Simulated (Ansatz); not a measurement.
TiO₂: the gap under pressure

TiO₂, P4_2/mnm, a = 4.596 Å, c = 2.954 Å. The compound has several low-lying forms, and this is one of them. Ansatz: r2SCAN, PAW, 500 eV, Γ-centred 6×6×10 mesh on 6 atoms, Gaussian smearing 0.02 eV; no spin polarisation. Cell and atoms are relaxed at each pressure, and no other structure is tried, so the rows at high pressure may lie past a change of phase. The gap is sought over the whole zone. The pressures are the targets, met within 0.05 GPa.

```tsv
P (GPa)	gap y (eV)
-2.0	?
0.0	2.220
2.0	2.228
5.0	2.244
10.0	2.271
20.0	2.331
40.0	2.449
```

Problem. Fit y = E0 + αP + βP² to the other rows and predict the missing gap.

Solution. Least squares on the rows shown. y = 2.2181 + 0.0053357 P + 1.1140×10⁻⁵ P². So α = 5.3 meV/GPa, but the rows at 0 and 2 GPa alone give 4 meV/GPa, so the parabola doesn't give the slope at zero pressure. With a term in P³ added, the coefficient of P becomes 0.004456, 16 % less, which shows how far this figure hangs on the form. At P = -2.0 the fit asked for gives 2.207 eV. The run gave 2.211 eV, so the fit is 0.004 eV too low, a small miss on the scale of the series.

Semilocal functionals give gaps under the measured ones; changes of the gap mostly carry over better.

Cost: 7 runs of about 8.6 core-minutes in all, on Arm Neoverse V1 (shared hosts).